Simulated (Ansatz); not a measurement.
TiC in Ansatz: the effect of functional

TiC:

```
Ti C
1.0
     0.00000    2.19422    2.19422
     2.19422    0.00000    2.19422
     2.19422    2.19422    0.00000
Ti C
1 1
Cartesian
  0.0000 0.0000 0.0000
  2.1942 2.1942 2.1942
```

The cell is a database's computed one.

The cell isn't the ideal one: volume scaled by 1.04.

Alike in all runs:

```yaml
Program: Ansatz 0.2.0
Task: single point
Potentials_or_basis: Ansatz PAW
k_mesh: 11 × 11 × 11
Occupations: fermi-dirac, width 0.05 eV
Spin: no spin polarisation
```

| functional | cutoff | pressure (GPa) |
| --- | --- | --- |
| LDA | 420 eV (not typed: the program's choice for these potentials) | ? |
| r2SCAN | 500 eV (not typed: the program's choice for these potentials) | -10.1 |
| PBE | 420 eV (not typed: the program's choice for these potentials) | -8.8 |

Task: What does the run with functional LDA give?

Result: Pressure -20.9 GPa.

Caveats: the PAW data sets come from PBE, with cores solved anew for the run's functional, which leaves a small shift of forces and pressure (some runs).
